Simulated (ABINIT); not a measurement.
# AgBr (Bromargyrite): G0W0 with and without spin-orbit coupling, part 2 of 2

Aim: spinor G0W0 for AgBr (Bromargyrite) beside the scalar-relativistic result.

ABINIT 10.8.3; PBE and many-body steps on it, plane waves. Known limits of the many-body steps: not at the basis limit; screening head approximate; d shell near the gap, gap tends to lie low; no spin-orbit coupling in some runs; coarse k mesh.

So far. Step 4 (Scalar-relativistic): The gap on the mesh goes from 0.68 eV to 1.60 eV, a correction of +0.93 eV. Step 5 (Empty states on the mesh, 4×4×4 mesh, 220 bands): On this mesh the gap is 0.591 eV.

## Step 7: With spin-orbit coupling

This step: G0W0 on PBE with spin-orbit coupling, plane waves, norm-conserving pseudopotentials.

The input, run.abi:

```
acell 3*1.0 Angstrom
rprim 
  0.000000000000 2.887250000000 2.887250000000
  2.887250000000 0.000000000000 2.887250000000
  2.887250000000 2.887250000000 0.000000000000
ntypat 2
znucl 47 35
natom 2
typat 1 2
xred 
  0.000000000000 0.000000000000 0.000000000000
  0.500000000000 0.500000000000 0.500000000000
pp_dirpath "pseudos"
pseudos "Ag.upf, Br.upf"
ecut 37
nspinor 2
ngkpt 4 4 4
nshiftk 1
shiftk 0 0 0
kptopt 1
chksymbreak 0
istwfk *1
occopt 1
irdwfk 1
optdriver 4
nband 212
gwcalctyp 0
ecutsigx 37
symsigma 0
nkptgw 2
kptgw 
  0.5000000000 0.0000000000 0.0000000000
  0.0000000000 0.0000000000 0.0000000000
bdgw 
  23 30
  23 32
ecuteps 5.5
irdscr 1
ppmodel 1
indata_prefix "in"
outdata_prefix "out"
tmpdata_prefix "tmp"
```

Command:

```
$ OMP_NUM_THREADS=1 mpirun -n 8 abinit run.abi > log
```

Log:

```text
.Version 10.8.3 of ABINIT. v10.8.2 released Aug 2026.

 Symmetries : space group Fm -3 m (#225); Bravais cF (face-center cubic)
[... echo of the input left out ...]
== DATASET  1 ==================================================================
-   mpi_nproc: 8, omp_nthreads: 1 (-1 if OMP is not activated)

--- !DatasetInfo
iteration_state: {dtset: 1, }
dimensions: {natom: 2, nkpt: 8, mband: 212, nsppol: 1, nspinor: 2, nspden: 1, mpw: 3512, }
cutoff_energies: {ecut:  37.0, pawecutdg:  -1.0, }
electrons: {nelect:   2.60000000E+01, charge:   0.00000000E+00, occopt:   1.00000000E+00, tsmear:   1.00000000E-02, }

 SIGMA: Calculation of the GW corrections

 Based on a program developped by R.W. Godby, V. Olevano, G. Onida, and L. Reining.
 Incorporated in ABINIT by V. Olevano, G.-M. Rignanese, and M. Torrent.
.Using double precision arithmetic ; gwpc =  8

[... cell and pseudopotentials left out ...]
--------------------------------------------------------------------------------

 ==== K-mesh for the wavefunctions ====
 Number of points in the irreducible wedge :     8
[... list of points left out ...]
 Together with 48 symmetry operations and time-reversal symmetry
 yields    64 points in the full Brillouin Zone.

 ==== Q-mesh for screening function ====
 Number of points in the irreducible wedge :     8
[... list of points left out ...]
 Together with 48 symmetry operations and time-reversal symmetry
 yields    64 points in the full Brillouin Zone.

 vcoul_init : cutoff-mode = AUXILIARY_FUNCTION
 q-points for optical limit:   1
     1)      0.000010    0.000020    0.000030
 setmesh: FFT mesh size selected  =    45x   45x   45
          total number of points  =        91125

 Number of electrons calculated from density =   26.0000; Expected =   26.0000
[...]
number of omega for Sigma on real axis              0
 max omega for Sigma on real axis  [eV]           0.00
 zcut for avoiding poles [eV]                     0.10

 EPSILON^-1 parameters (SCR file):
 dimension of the eps^-1 matrix on file            181
 dimension of the eps^-1 matrix used               181
 number of plane-waves for wavefunctions          3479
 number of bands                                   212
 number of q-points in IBZ                           8
 number of frequencies                               2
 number of real frequencies                          1
 number of imag frequencies                          1

 matrix elements of self-energy operator (all in [eV])

 Perturbative Calculation

--- !SelfEnergy_ee
iteration_state: {dtset: 1, }
kpoint     : [   0.500,    0.000,    0.000, ]
spin       : 1
KS_gap     :    3.693
QP_gap     :    4.442
Delta_QP_KS:    0.749
data: !SigmaeeData |
     Band     E0 <VxcDFT>   SigX SigC(E0)      Z dSigC/dE  Sig(E)    E-E0       E
       23   4.608 -20.116 -24.490   3.609   0.797  -0.255 -20.725  -0.610   3.998
       24   4.608 -20.116 -24.490   3.609   0.797  -0.255 -20.725  -0.610   3.998
       25   4.753 -19.467 -23.628   3.386   0.798  -0.252 -20.086  -0.619   4.134
[...]
--- !SelfEnergy_ee
iteration_state: {dtset: 1, }
kpoint     : [   0.000,    0.000,    0.000, ]
spin       : 1
KS_gap     :    2.367
QP_gap     :    3.480
Delta_QP_KS:    1.113
data: !SigmaeeData |
     Band     E0 <VxcDFT>   SigX SigC(E0)      Z dSigC/dE  Sig(E)    E-E0       E
[...]
31  14.570 -11.262  -6.408  -4.285   0.819  -0.221 -10.796   0.467  15.037
       32  14.570 -11.262  -6.408  -4.285   0.819  -0.221 -10.796   0.467  15.037

== END DATASET(S) ==============================================================
================================================================================

 -outvars: echo values of variables after computation  --------
           etotal      0.0000000000E+00
            nband         212
             nkpt           8
          spgroup         225
 [... the other variables as echoed above ...]

 Calculation completed.
```

The job ended after 2.4 min (8 MPI ranks of Arm Neoverse V1, shared host; peak memory 2.6 GiB).

This step gave:

| Property | Result |
| --- | --- |
| G0W0 gap on the points computed | 1.516 eV |
| starting gap on the mesh | 0.5912 eV |
| k of the valence top | 0.5, 0, 0 |
| k of the conduction bottom | 0, 0, 0 |
| Z at the valence top | 0.798 |
| Z at the conduction bottom | 0.826 |
| least direct G0W0 gap on the computed points | 3.481 eV |

Against G0W0 in ABINIT (4×4×4 mesh, 106 bands, screening to 149.7 eV, Godby-Needs plasmon pole), the gap moves by −0.086 eV.

## Step 8: Side by side

Times are wall times on 8 MPI ranks of Arm Neoverse V1, shared host, good to a factor of about two. A run's time includes the screening step that it read.

```tsv
run	mesh	bands	screening cutoff (eV)	DFT gap (eV)	gap on the mesh (eV)	direct (eV)	ε∞ used	time
scalar-relativistic	4×4×4	106	149.7	0.676	1.602	3.660	6.70	23 s
with spin-orbit coupling	4×4×4	212	149.7	0.591	1.516	3.481	6.76	5 min
```

## Step 9: Results

| Property | Result |
| --- | --- |
| scalar-relativistic | 1.602 eV |
| with spin-orbit coupling | 1.516 eV |
| known limits | not at the basis limit; screening head approximate; d shell near the gap, gap tends to lie low; no spin-orbit coupling in some runs; coarse k mesh |

In words: With spin-orbit coupling: −0.086 eV against scalar-relativistic, −0.085 eV of it in the start. Bands and cutoff are finite, so the gap is not at the basis limit. The miss can reach some tenths of an eV and take either sign; the mesh is an error of its own. In the G0W0 runs levels were corrected at 2 k points alone, so a gap called «on the mesh» is the least over those, and an edge elsewhere would be missed. The 4×4×4 mesh is coarse for this cell, which bears on the long-range parts of exchange and screening. The long-wavelength limit of the screening leaves out the non-local commutator, which shifts ε∞. A d shell, filled or nearly so, lies near the gap. One-shot GW converges very slowly in bands there, not always from below, and on a semilocal start the gap tends to come out low; starts rich in exact exchange can overshoot instead.

[Paths, hosts, dates, memory and timing lines, banners, echoed tables and standing remarks are left out of the program output.]

[Logs are printed without paths, hosts, clocks, repeated set-up lines and the standing remarks that a program may print on its own settings, such as how far it seeks lower states.]

[Runs of the session that timed out or met a known fault of the program may be left out.]

[Hosts, paths, dates, database ids (printed as entryN), source tags and the programs' standing remarks are cut or masked in the printed files.]

[G0W0 gaps are taken among the corrected bands and points alone; a level outside them can change the order at an edge.]

[Where Ansatz stands beside ABINIT at settings called matched, ABINIT's density can come from a denser mesh and the files from another edition; pairs whose starting gaps differed by over 0.03 eV were left out, so agreement reads better than it is.]
